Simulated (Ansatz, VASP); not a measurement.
## ZrSiO in VASP and in Ansatz

```
Zr Si O
1.0
     3.38510    0.00000    0.00000
     0.00000    3.38510    0.00000
     0.00000    0.00000    7.49604
Zr Si O
2 2 2
Cartesian
  1.6926 0.0000 2.3119
  0.0000 1.6926 5.1842
  0.0000 0.0000 0.0000
  1.6926 1.6926 0.0000
  1.6926 0.0000 4.5823
  0.0000 1.6926 2.9138
```

The cell comes from a database or a generator and needn't be the stable form of this composition.

Alike in both runs: task single point; functional PBE; k mesh 8 × 8 × 4; occupations fermi-dirac, width 0.05 eV; no spin polarisation.

|  | VASP | Ansatz |
| --- | --- | --- |
| version | VASP 6.6.1 | Ansatz 0.2.0 |
| potentials or method | VASP PAW PBE potentials, release 64 (Zr_sv, Si, O) | Ansatz PAW |
| plane-wave cutoff (eV) | 520 | 420 |
| valence electrons in the cell | 44 | 44 |

```tsv
	VASP	Ansatz	Ansatz less VASP
gap on the k mesh at the Fermi level (eV)	none	none	-
pressure (GPa)	-10.4	-10.5	-0.07
largest component of the traceless stress (GPa)	1.40	1.48	+0.076
rms of the force components (eV/Å)	0.100	0.107	+0.0065
```

Atom by atom the forces differ by 0.008 eV/Å (rms over components). A gap of «none» marks a metal or a gap that the smearing closes.

Caveats: the pressure holds a Pulay correction of +0.3 GPa for the finite cutoff (Ansatz).
